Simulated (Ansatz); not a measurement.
**C2H6O2: structure from calculated spectroscopic constants**

These gas-phase data were calculated for one isomer of C2H6O2 at B3LYP-D3(BJ)/def2-SVP (harmonic, unscaled wavenumbers; equilibrium rotational constants with average atomic masses):

| Item | Value |
| --- | --- |
| rotational constants | 17.35, 5.579, 4.822 GHz |
| all wavenumbers above 1500 cm⁻¹ | 3795, 3135, 3065, 3053, 2997, 2982 |

Candidates:

(1) `COCO`, a singlet
(2) `OCCO`, a singlet
(3) `CC(O)O`, a singlet

Task: Assign the data to one candidate and say why.

Result: Candidate (1). 1 mode lies between 3300 and 4000 cm⁻¹, one for each O–H bond, while (2) has 2, (3) has 2.

The same quantities for all candidates:

```
     rotational constants (GHz)         wavenumbers above 1500 cm⁻¹  E above the lowest, B3LYP-D3(BJ)/def2-SVP (kcal/mol)
(1)         17.35, 5.579, 4.822  3795, 3135, 3065, 3053, 2997, 2982                                                  12.8
(2)          15.2, 5.771, 4.704  3844, 3774, 3084, 3029, 2979, 2969                                                  11.5
(3)         9.314, 8.671, 5.112  3804, 3776, 3148, 3124, 3037, 3009                                                   0.0
```

Each candidate is one conformer. Programs: Ansatz 0.2.0.
